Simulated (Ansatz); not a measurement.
# Os: projected density of states with PBEsol

The system is Os.

```
Os
1.0
     0.00000    1.94500    1.94500
     1.94500    0.00000    1.94500
     1.94500    1.94500    0.00000
Os
1
Direct
  0.00000 0.00000 0.00000
```

This isn't the form of Os at room conditions, which is hcp.

```json
{"Program": "Ansatz 0.2.0", "Task": "projected density of states", "Functional": "PBEsol", "Potentials or basis": "Ansatz PAW", "Cutoff": "420 eV (not typed: the program's choice for these potentials)", "k mesh": "7 × 7 × 7", "Occupations": "gaussian, width 0.15 eV", "Spin": "no spin polarisation"}
```

```
Pressure                             : -19.0 GPa
Band gap on the k mesh               : none (metal or under the smearing width)
Density of states at the Fermi level : 1.00 states/eV per cell
```

Levels at points of the mesh, in eV from the Fermi level:
```tsv
k point	band 5	band 6	band 7	band 8	band 9	band 10	band 11	band 12
(0.00, 0.00, 0.00)	-10.34	-2.71	-2.71	-2.71	0.14	0.14	13.48	18.91
```

States per cell in windows of 1 eV (zero at the Fermi level; states under -8 eV left out):
```tsv
from (eV)	total	Os 5d	Os 6s
-8.0	0.25	0.07	0.17
-7.0	0.92	0.65	0.26
-6.0	1.06	0.95	0.10
-5.0	0.93	0.89	0.02
-4.0	1.19	1.09	0.07
-3.0	1.43	1.29	0.10
-2.0	0.95	0.83	0.04
-1.0	1.10	1.03	0.04
0.0	0.77	0.73	0.02
1.0	0.96	0.93	0.02
2.0	1.00	0.91	0.06
3.0	0.30	0.18	0.07
4.0	0.31	0.13	0.10
5.0	0.33	0.08	0.13
6.0	0.31	0.05	0.15
7.0	0.04	0.00	0.02
```

Run time: 1 s on 1 thread of AMD EPYC 7R43 64-Core Processor (Zen 3) (shared host), peak memory 0.32 GiB.

Caveat: the k mesh is coarse (spacing up to 0.40 Å⁻¹), so the values aren't converged; so large a pressure means that the cell lies far from this level's equilibrium, or that cutoff or potentials fall short; the PAW data sets come from PBE, with cores solved anew for the run's functional, which leaves a small shift of forces and pressure. Spin-orbit coupling is left out, which matters for the levels of Os.
